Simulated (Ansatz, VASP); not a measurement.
# AlN in two plane-wave programs, part 2 of 3

Aim: how closely do two programs agree when they are given the same cell, functional and k mesh?  The cell is a member of a volume series, scaled by 0.9 from a relaxed one, so a pressure remains.

VASP 6.6.1 and Ansatz 0.2.0.

So far: The structure; VASP: zone-centre phonons, LDA.

## 2. VASP: zone-centre phonons, LDA (continued)

Level of this step: LDA; plane waves and PAW (Al, N) (VASP).

Numbers of over 12 decimals in the logs are rounded to 6 here.

Parts of OUTCAR (step 2):

```text
ion  position               nearest neighbor table
   1  0.333  0.667  0.998-   4 1.81   4 1.81   4 1.81   3 1.83   2 2.94   2 2.94   2 2.94   2 2.94
                             2 2.94   2 2.94
   2  0.667  0.333  0.498-   3 1.81   3 1.81   3 1.81   4 1.83   1 2.94   1 2.94   1 2.94   1 2.94
                             1 2.94   1 2.94
   3  0.333  0.667  0.384-   2 1.81   2 1.81   2 1.81   1 1.83
   4  0.667  0.333  0.884-   1 1.81   1 1.81   1 1.81   2 1.83

  LATTYP: Found a hexagonal cell.
 ALAT       =     2.9957226178
 C/A-ratio  =     1.5833628239

 Subroutine GETGRP returns: Found 12 space group operations
 (whereof  6 operations were pure point group operations)

The static configuration has the point symmetry C_3v.
 The point group associated with its full space group is C_6v.

 Found    120 irreducible k-points:

   k-points           NKPTS =    120   k-points in BZ     NKDIM =    120   number of bands    NBANDS=     14

   dimension x,y,z NGX =    24 NGY =   24 NGZ =   40
   dimension x,y,z NGXF=    48 NGYF=   48 NGZF=   80

   ENCUT  =  560.0 eV  41.16 Ry    6.42 a.u.   5.78  5.78  9.15*2*pi/ulx,y,z

   NELECT =      16.0000    total number of electrons

 k-points in reciprocal lattice and weights: Automatic mesh
   0.00000000  0.00000000  0.00000000       0.001
   0.07142857  0.00000000  0.00000000       0.004
   0.14285714  0.00000000  0.00000000       0.004
   0.21428571  0.00000000  0.00000000       0.004
   0.28571429  0.00000000  0.00000000       0.004
   0.35714286  0.00000000  0.00000000       0.004
   0.42857143  0.00000000  0.00000000       0.004
   0.50000000  0.00000000  0.00000000       0.002
   0.07142857  0.07142857  0.00000000       0.004
[...]
-1.497861309  2.594371891  0.000000000     0.000000000  0.385449751  0.000000000
     0.000000000  0.000000000  4.743315824     0.000000000  0.000000000  0.210822985

 POSITION                                       TOTAL-FORCE (eV/Angst)
 -----------------------------------------------------------------------------------
     -0.00000      1.72958      4.73573         0.000000      0.000000     -0.001281
      1.49786      0.86479      2.36407         0.000000      0.000000     -0.001281
     -0.00000      1.72958      1.81953        -0.000000      0.000000      0.001281
      1.49786      0.86479      4.19119         0.000000      0.000000      0.001281
 -----------------------------------------------------------------------------------
    total drift:                               -0.000008      0.000005     -0.001233

 MACROSCOPIC STATIC DIELECTRIC TENSOR (including local field effects in DFT)
 ------------------------------------------------------
           4.239932     0.000000     0.000000
           0.000000     4.239932     0.000000
           0.000000    -0.000000     4.483288
 ------------------------------------------------------

 PIEZOELECTRIC TENSOR (including local field effects)  for field in x, y, z        (C/m^2)
          XX          YY          ZZ          XY          YZ          ZX
  --------------------------------------------------------------------------------
  x     0.00000     0.00000     0.00000    -0.00000     0.00000     0.31438
  y    -0.00000     0.00000     0.00000     0.00000     0.31438     0.00000
  z     0.20979     0.20979    -0.23863     0.00000     0.00000     0.00000

 BORN EFFECTIVE CHARGES (including local field effects) (in |e|, cummulative output)
 ---------------------------------------------------------------------------------
 ion    1
    1     2.49176     0.00000    -0.00000
    2     0.00000     2.49176    -0.00000
    3     0.00000     0.00000     2.67735
 ion    2
    1     2.49176     0.00000     0.00000
    2     0.00000     2.49176     0.00000
    3    -0.00000     0.00000     2.67735
 ion    3
    1    -2.49176    -0.00000    -0.00000
    2    -0.00000    -2.49176    -0.00000
    3    -0.00000     0.00000    -2.67735
 ion    4
    1    -2.49176    -0.00000     0.00000
    2    -0.00000    -2.49176     0.00000
    3     0.00000    -0.00000    -2.67735

 Eigenvectors and eigenvalues of the dynamical matrix
 ----------------------------------------------------

   1 f  =   24.701369 THz   155.203282 2PiTHz  823.948996 cm-1   102.156610 meV
             X         Y         Z           dx          dy          dz
     -0.000000  1.729581  4.735733    -0.000000   -0.000000    0.120482
      1.497861  0.864791  2.364075    -0.000000   -0.000000   -0.120482
     -0.000000  1.729581  1.819530    -0.000000   -0.000000   -0.696767
      1.497861  0.864791  4.191188     0.000000    0.000000    0.696767

   2 f  =   23.805618 THz   149.575107 2PiTHz  794.069930 cm-1    98.452079 meV
             X         Y         Z           dx          dy          dz
     -0.000000  1.729581  4.735733    -0.013813   -0.413082   -0.000000
      1.497861  0.864791  2.364075    -0.013813   -0.413082    0.000000
     -0.000000  1.729581  1.819530     0.019174    0.573415    0.000000
      1.497861  0.864791  4.191188     0.019174    0.573415   -0.000000

   3 f  =   23.805618 THz   149.575107 2PiTHz  794.069929 cm-1    98.452079 meV
             X         Y         Z           dx          dy          dz
     -0.000000  1.729581  4.735733    -0.413082    0.013813    0.000000
      1.497861  0.864791  2.364075    -0.413082    0.013813    0.000000
     -0.000000  1.729581  1.819530     0.573415   -0.019174    0.000000
      1.497861  0.864791  4.191188     0.573415   -0.019174   -0.000000

   4 f  =   23.803003 THz   149.558677 2PiTHz  793.982707 cm-1    98.441265 meV
             X         Y         Z           dx          dy          dz
     -0.000000  1.729581  4.735733     0.013073    0.390964    0.000000
      1.497861  0.864791  2.364075    -0.013073   -0.390964   -0.000000
     -0.000000  1.729581  1.819530     0.019686    0.588718   -0.000000
      1.497861  0.864791  4.191188    -0.019686   -0.588718    0.000000

   5 f  =   23.803003 THz   149.558677 2PiTHz  793.982706 cm-1    98.441265 meV
             X         Y         Z           dx          dy          dz
     -0.000000  1.729581  4.735733    -0.390964    0.013073    0.000000
      1.497861  0.864791  2.364075     0.390964   -0.013073   -0.000000
     -0.000000  1.729581  1.819530    -0.588718    0.019686    0.000000
      1.497861  0.864791  4.191188     0.588718   -0.019686   -0.000000

   6 f  =   21.352237 THz   134.160062 2PiTHz  712.233965 cm-1    88.305717 meV
             X         Y         Z           dx          dy          dz
     -0.000000  1.729581  4.735733    -0.000000   -0.000000   -0.413290
      1.497861  0.864791  2.364075     0.000000    0.000000   -0.413290
     -0.000000  1.729581  1.819530    -0.000000   -0.000000    0.573752
      1.497861  0.864791  4.191188     0.000000    0.000000    0.573752

   7 f  =   17.975148 THz   112.941184 2PiTHz  599.586390 cm-1    74.339204 meV
             X         Y         Z           dx          dy          dz
     -0.000000  1.729581  4.735733     0.000000   -0.000000    0.696767
      1.497861  0.864791  2.364075    -0.000000    0.000000   -0.696767
     -0.000000  1.729581  1.819530    -0.000000   -0.000000    0.120482
      1.497861  0.864791  4.191188    -0.000000    0.000000   -0.120482

   8 f  =    7.141576 THz    44.871844 2PiTHz  238.217324 cm-1    29.535171 meV
             X         Y         Z           dx          dy          dz
     -0.000000  1.729581  4.735733    -0.019688   -0.588718    0.000000
      1.497861  0.864791  2.364075     0.019688    0.588718    0.000000
     -0.000000  1.729581  1.819530     0.013075    0.390964    0.000000
      1.497861  0.864791  4.191188    -0.013075   -0.390964    0.000000

   9 f  =    7.141576 THz    44.871844 2PiTHz  238.217324 cm-1    29.535171 meV
             X         Y         Z           dx          dy          dz
     -0.000000  1.729581  4.735733    -0.588718    0.019688   -0.000000
      1.497861  0.864791  2.364075     0.588718   -0.019688   -0.000000
     -0.000000  1.729581  1.819530     0.390964   -0.013075   -0.000000
      1.497861  0.864791  4.191188    -0.390964    0.013075   -0.000000

  10 f/i=    0.000442 THz     0.002776 2PiTHz    0.014736 cm-1     0.001827 meV
             X         Y         Z           dx          dy          dz
     -0.000000  1.729581  4.735733     0.237954   -0.522063    0.000000
      1.497861  0.864791  2.364075     0.237954   -0.522063    0.000000
     -0.000000  1.729581  1.819530     0.171420   -0.376089    0.000000
      1.497861  0.864791  4.191188     0.171420   -0.376089    0.000000

  11 f/i=    0.000442 THz     0.002776 2PiTHz    0.014736 cm-1     0.001827 meV
             X         Y         Z           dx          dy          dz
     -0.000000  1.729581  4.735733     0.522063    0.237954    0.000000
      1.497861  0.864791  2.364075     0.522063    0.237954    0.000000
     -0.000000  1.729581  1.819530     0.376089    0.171420    0.000000
      1.497861  0.864791  4.191188     0.376089    0.171420    0.000000

  12 f/i=    0.000476 THz     0.002989 2PiTHz    0.015868 cm-1     0.001967 meV
             X         Y         Z           dx          dy          dz
     -0.000000  1.729581  4.735733     0.000000   -0.000000   -0.573752
      1.497861  0.864791  2.364075     0.000000   -0.000000   -0.573752
     -0.000000  1.729581  1.819530     0.000000   -0.000000   -0.413290
      1.497861  0.864791  4.191188     0.000000   -0.000000   -0.413290

 MACROSCOPIC STATIC DIELECTRIC TENSOR IONIC CONTRIBUTION
 ------------------------------------------------------
           2.851708     0.000000     0.000000
           0.000000     2.851708    -0.000000
           0.000000    -0.000000     4.092490
 ------------------------------------------------------

 ELASTIC MODULI CONTR FROM IONIC RELAXATION (kBar)
 Direction    XX          YY          ZZ          XY          YZ          ZX
 --------------------------------------------------------------------------------
 XX       -1583.3807    674.0775   1020.1101     -0.0000      0.0000     -0.0000
 YY         674.0775  -1583.3807   1020.1101     -0.0000     -0.0000      0.0000
 ZZ        1020.1101   1020.1101  -2288.8399      0.0000     -0.0000      0.0000
 XY          -0.0000     -0.0000      0.0000  -1128.7291     -0.0000     -0.0000
 YZ           0.0000     -0.0000     -0.0000     -0.0000   -299.4911     -0.0000
 ZX          -0.0000      0.0000      0.0000      0.0000     -0.0000   -314.1171
 --------------------------------------------------------------------------------

 PIEZOELECTRIC TENSOR IONIC CONTR  for field in x, y, z        (C/m^2)
          XX          YY          ZZ          XY          YZ          ZX
  --------------------------------------------------------------------------------
  x    -0.00000     0.00000     0.00000    -0.00000    -0.00000    -0.89058
  y     0.00000    -0.00000    -0.00000    -0.00000    -0.86959    -0.00000
  z    -1.28353    -1.28353     2.87988    -0.00000     0.00000    -0.00000
```

## 3. Ansatz: zone-centre phonons, LDA

Ansatz runs on its default PAW (the set named soft_2) files.

The same cell, functional (in two slightly different forms) and mesh now go to Ansatz, which takes its cutoff from its data sets.

File input.yaml:

```yaml
crystal:
  lattice:
    - [2.9957226178, 0.0, 0.0]
    - [-1.4978613088, 2.5943718912, 0.0]
    - [0.0, 0.0, 4.7433158238]
  atoms:
    - { symbol: Al, position: [0.33333333, 0.66666667, 0.9984012643] }
    - { symbol: Al, position: [0.66666667, 0.33333333, 0.4984012643] }
    - { symbol: "N", position: [0.33333333, 0.66666667, 0.3835987357] }
    - { symbol: "N", position: [0.66666667, 0.33333333, 0.8835987357] }
hamiltonian:
  xc: lda
  pseudopotentials: { kind: paw }
kpoints:
  mp_grid: { grid: [14, 14, 8] }
scf:
  occupations: { method: fixed }
phonons:
  method: dfpt
  qpoints: [[0, 0, 0]]
  dielectric: true
  rigid_motions: translations
```

The run is started by

```console
ansatz run input.yaml --threads 4 --pin off --max-ram 9216MiB --backend cpu --events-out ev --progress --plain --runs-dir out
```

The log of the run:

```text
Engine: ansatz 0.2.0, aarch64-unknown-linux-gnu
Pseudopotentials: kind: paw
Pseudopotential: Al, paw, valence charge 3, recommended cutoff 420 eV (normal), Al.paw.azcp
Pseudopotential: N, paw, valence charge 5, recommended cutoff 420 eV (normal), N.paw.azcp
Functional definition: SPW92
  exchange = slater_x
  correlation = pw_c
Crystal: 4 atoms, lattice volume = 36.865 Å³
Basis set: ecut = 420 eV, 711 PW (Γ), exchange–correlation on 48×48×64 points (8 copies of the dense FFT grid, shifted against one another)
Bands: 12, of which v1, the nominal top of the filled ones, is band 8 counted from 1 (7 counted from 0)
Symmetry: 12 space group operations
k-points: 429 of 1568 (irreducible under 2 space group operations, time reversal used)
Non-local potential: Al, projectors of the file, l = 0: 2, l = 1: 2, l = 2: 1
Non-local potential: N, projectors of the file, l = 0: 2, l = 1: 2, l = 2: 1
PAW form: soft (Blöchl's): semilocal exchange-correlation on the pseudo side does not see the compensation charge
PAW frozen core: Al, regenerated for the run's functional, and the local potential with it (the file was generated under x = pbe(κ = 0.804, μ = 0.219515), c = pbe(β = 0.066725))
PAW frozen core: N, regenerated for the run's functional, and the local potential with it (the file was generated under x = pbe(κ = 0.804, μ = 0.219515), c = pbe(β = 0.066725))
PAW one-centre angular grid: Al, 110 points (default); XC on 64 Gauss nodes
PAW one-centre angular grid: N, 110 points (default); XC on 64 Gauss nodes
Initial density: superposition of atomic densities (neutral atoms: chi_scale 0, normalization atom), corrected by the library's trained network
Initial wavefunctions: pseudopotential atomic-orbital guess
Functional: x = slater, c = lda
SCF iter   1: F=—  HF=-1779.429668 eV  |F-HF|=—  |Δ(HF+E_count)|=         —  Δρ=1.03e-2  dr2=4.24e-2  ethr=1.77e-3  ⟨swp⟩=4.9  Hψ=29113  notcnv=0  defer=834
preconditioner: auto → none  [insulator: Δε(μ)=4.839 eV  Ē_g=13.879 eV  n_scr=2 (ndim 8)  ℏωp=24.5 eV  f_vac=0.000  ε∞_Penn≈4.1]
SCF iter   2: F=—  HF=-1779.417398 eV  |F-HF|=—  |Δ(HF+E_count)|=   1.23e-2  Δρ=4.88e-3  dr2=4.31e-3  ethr=2.65e-4  ⟨swp⟩=2.7  Hψ=12350  notcnv=0  defer=858
SCF iter   3: F=—  HF=-1779.415888 eV  |F-HF|=—  |Δ(HF+E_count)|=   1.51e-3  Δρ=1.60e-3  dr2=3.96e-4  ethr=2.69e-5  ⟨swp⟩=2.1  Hψ=8692  notcnv=0  defer=858
SCF iter   4: F=—  HF=-1779.415688 eV  |F-HF|=—  |Δ(HF+E_count)|=   2.00e-4  Δρ=1.54e-4  dr2=3.39e-6  ethr=2.48e-6  ⟨swp⟩=2.3  Hψ=8521  notcnv=0  defer=858
SCF iter   5: F=—  HF=-1779.415688 eV  |F-HF|=—  |Δ(HF+E_count)|=   8.50e-7  Δρ=5.50e-6  dr2=3.55e-9  ethr=2.12e-8  ⟨swp⟩=2.1  Hψ=8482  notcnv=0  defer=49
SCF iter   6: F=—  HF=-1779.415687 eV  |F-HF|=—  |Δ(HF+E_count)|=   3.64e-7  Δρ=7.20e-7  dr2=7.16e-11  ethr=1.00e-12  ⟨swp⟩=6.8  Hψ=28983  notcnv=0
SCF iter   7: F=-1779.415687 eV  HF=-1779.415687 eV  |F-HF|=2.50e-12  |Δ(HF+E_count)|=  1.14e-12  Δρ=1.27e-7  dr2=4.05e-12  ethr=1.00e-12  ⟨swp⟩=3.6  Hψ=21582  notcnv=0
SCF 1 converged in 7 iterations: F = -1779.415687 eV  dr2 = 4.05e-12
  greatest PAW one-centre occupation: 0.790 electrons in one spin orbital (limit 2), on the N atom at site 3 (counted from 0), in its partial waves of l = 0
NSCF: frozen V_eff on 2 k-points
DFPT response loops at Γ: preconditioner auto → none (the input reference at scf.mixing.eps_inf says where Resta's filter doesn't serve); β = 0.50; Broyden in place of MSR1
SCF converged after 7 iterations
Free energy (F): -1779.415687 eV
Harris-Foulkes:  -1779.415687 eV  (|F-HF|=2.50e-12)
Internal energy: -1779.415687 eV  (E = F + TS)
E sigma→0 (E₀):  -1779.415687 eV
Fermi energy:    8.355229 eV
--- Per-component energies (eV) ---
  E_band       = 44.574096
  E_kinetic    = 329.215350
  E_local      = -426.611102  (includes V_loc(G=0)·N_el)
  E_nonlocal   = 117.672423
  E_hartree    = 147.413259
  E_xc         = -204.514581
  E_vxc        = -219.298609  (∫ρ·V_xc dr)
  E_paw        = -1125.901138  (= ΣΔE_a)
  E_vpaw       = -51.230681  (= ΣTr[D̂ρ^β])
  E_aug_tail   = 0.000189  (compensation charges beyond the density's cutoff)
  E_ewald      = -616.961609
  E_core_change = 0.271521  (= ΣΔE_core)
  E_smearing   = -0.000000  (= −TS)
  E_closure    = -0.000000  (closes the sum)
  Σ components = -1779.415687   (vs F -1779.415687, Δ=0.00e0)
--- Band table (eV; the first three rows and the last of 429) ---
  k-point 0: bands = [... 4 lower, 7.2581, 7.9708, 7.9708, 8.3552, 13.6329, 15.8293, 19.8703, 20.0035]
  k-point 1: bands = [... 4 lower, 7.2836, 7.9423, 7.9423, 8.0020, 13.9002, 15.8813, 19.7544, 19.9742]
  k-point 2: bands = [... 4 lower, 7.3568, 7.3568, 7.8611, 7.8611, 14.5214, 15.9934, 19.4940, 19.9576]
  k-point 428: bands = [... 4 lower, 4.8499, 5.1179, 6.2357, 6.9642, 14.2345, 16.2535, 17.7301, 18.6910]
--- Phonons (Γ-DFPT): 4 representative perturbations + reference, on 429 of 1568 k-points (Σ response iterations 12) ---
  k mesh reduced under 2 symmetry operations, with k and −k counted as one. Each operation leaves every solved perturbation unchanged. A smaller set is not considered because the run solves the response to a homogeneous field
  ASR residual: 5.450e-5 → 0.000e0 eV/Å²; symmetrization residual: 5.038e-6 eV/Å²
  ASR residual per site (eV/Å²): 2.23e-5 2.23e-5 5.45e-5 5.45e-5
  Γ frequencies (cm⁻¹): 0.00 0.00 0.00 239.05 239.05 598.02 704.20 784.64 784.64 785.63 785.63 816.93
  ε∞ (high-frequency dielectric tensor):
        4.241029     0.000000     0.000000
        0.000000     4.241029    -0.000000
        0.000000     0.000000     4.483814
  ε⁰ (static dielectric tensor: ions relaxed, cell fixed):
        7.195882     0.000000     0.000000
        0.000000     7.195882     0.000000
        0.000000     0.000000     8.717495
  ε⁰ − ε∞ (ionic part):
        2.954853     0.000000     0.000000
        0.000000     2.954853     0.000000
        0.000000     0.000000     4.233681
  softest optical mode at Γ: 239.05 cm⁻¹; the repairs (sum rule, projections) moved no ω² at Γ by more than (1.49 cm⁻¹)²
  Born effective charges Z* (e; rows j = field, columns β = displacement):
    site 0:
         2.50982    0.00000    0.00000
         0.00000    2.50982   -0.00000
         0.00000    0.00000    2.69283
    site 1:
         2.50982    0.00000    0.00000
         0.00000    2.50982    0.00000
         0.00000   -0.00000    2.69283
    site 2:
        -2.50982   -0.00000   -0.00000
        -0.00000   -2.50982   -0.00000
        -0.00000    0.00000   -2.69283
    site 3:
        -2.50982   -0.00000   -0.00000
        -0.00000   -2.50982    0.00000
        -0.00000   -0.00000   -2.69283
  Z* charge neutrality: 1.029e-5 e pre-enforcement
  k-mesh period / interband length: 37.9 Å / 1.51 Å = 25.06 at k = (0.0000, 0.0000, 0.0000), direct gap 5.278 eV — 14 or more, which is no proof of convergence
  optical modes at Γ without the LO–TO term, one row a degenerate level:
      ω (cm⁻¹)  modes    IR ((D/Å)²/amu)
        239.05      2             0.0000
        598.02      1             0.0000
        704.20      1            36.2879
[...]
optical modes at Γ + LO–TO along q̂ = [1.0000, 0.0000, 0.0000]:
      ω (cm⁻¹)  modes    IR ((D/Å)²/amu)
[...]
optical modes at Γ + LO–TO along q̂ = [0.0000, 1.0000, 0.0000]:
      ω (cm⁻¹)  modes    IR ((D/Å)²/amu)
[...]
816.93      1             0.0000
       1023.35      1            31.5230
  optical modes at Γ + LO–TO along q̂ = [0.0000, 0.0000, 1.0000]:
      ω (cm⁻¹)  modes    IR ((D/Å)²/amu)
        239.05      2             0.0000
        598.02      1             0.0000
        784.64      2             0.0000
        785.63      2            63.0460
        816.93      1             0.0000
        981.90      1            36.2879
--- Phonons (arbitrary-q DFPT): 1 explicit q-point ---
  q = [0, 0, 0] (of the zone-centre solve; hermiticity 2.84e-7, symmetrization 1.09e-7): 0.00 0.00 0.00 239.05 239.05 598.02 704.20 784.64 784.64 785.63 785.63 816.93
  sum rule: each row above includes the acoustic sum rule's correction from the zone centre's row sums; it moved no ω² by more than (1.03 cm⁻¹)²
```

The job ended after 36 s (4 threads of Arm Neoverse V1, shared host; peak memory 0.98 GiB).

## 4. Comparison

Known differences besides the PAW data sets themselves: the two LDA forms differ slightly; the cutoff is 420 eV in Ansatz and 560 eV in VASP; Ansatz makes its cores anew for this functional, VASP keeps those of its LDA data sets. Total energies have different zeros and are not compared.

Compared:

```
                                     quantity  Ansatz   VASP  difference
                                        ε∞ xx    4.24   4.24     +0.03 %
                                        ε∞ yy    4.24   4.24     +0.03 %
                                        ε∞ zz    4.48   4.48     +0.01 %
Born charge of Al1 (mean of the diagonal) (e)    2.57   2.55       +0.02
 Born charge of N3 (mean of the diagonal) (e)   -2.57  -2.55       -0.02
                           mode 4 to 5 (cm⁻¹)   239.1  238.2     +0.35 %
                                mode 6 (cm⁻¹)   598.0  599.6     -0.26 %
                                mode 7 (cm⁻¹)   704.2  712.2     -1.13 %
                           mode 8 to 9 (cm⁻¹)   784.6  794.0     -1.18 %
                         mode 10 to 11 (cm⁻¹)   785.6  794.1     -1.06 %
                               mode 12 (cm⁻¹)   816.9  823.9     -0.85 %
```

[end of part 2 of 3]

[Lines on the potential files, build, host, timing and source positions are cut from VASP's logs without a mark.]

[Logs are printed without paths, hosts, clocks, repeated set-up lines and the standing remarks that a program may print on its own settings, such as how far it seeks lower states.]

[Hosts, paths, dates, database ids (printed as entryN), source tags and the programs' standing remarks are cut or masked in the printed files.]
